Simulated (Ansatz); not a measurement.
The parent structure is CsPbI3 in the cubic perovskite structure (space group Pm-3m, No. 221; a = 6.2473 Å).

Level of theory: PBEsol (Ansatz, a quantum-chemistry and plane-wave program; PAW; 420 eV plane waves; no spin-orbit coupling).

One change was made to it. Results:

The band gap changes from 1.19 eV to zero; the lattice parameter a decreases by 0.780 Å, from 6.247 Å to 5.467 Å.

Q: Which change produced these results?
(A) pressure 18 GPa
(B) pressure −2 GPa
(C) pressure −1 GPa
(D) pressure 9 GPa
(E) pressure 1.8 GPa

A: A, pressure 18 GPa. For comparison, the lattice parameter a in the other runs: pressure −2 GPa gives 6.624 Å; pressure 1.8 GPa gives 6.074 Å; pressure −1 GPa gives 6.390 Å; pressure 9 GPa gives 5.706 Å.

The mesh was chosen for an insulator and is coarse for the gapless case. Spin-orbit coupling, missing from the scalar runs, can matter with I and Pb. Load acts through the strain it causes; cell and atoms are relaxed under it. Whether these cells are dynamically stable was not tested. Competing high-pressure phases were not computed. The final runs are not spin-polarised. Many cubic perovskites are stable only at high temperature; tilts and polar distortions were not tested. This is not the structure that CsPbI3 has at room temperature and ambient pressure. A zero or small gap of CsPbI3 under pressure 18 GPa and CsPbI3 under pressure 9 GPa can be the functional's error rather than a property of the material.
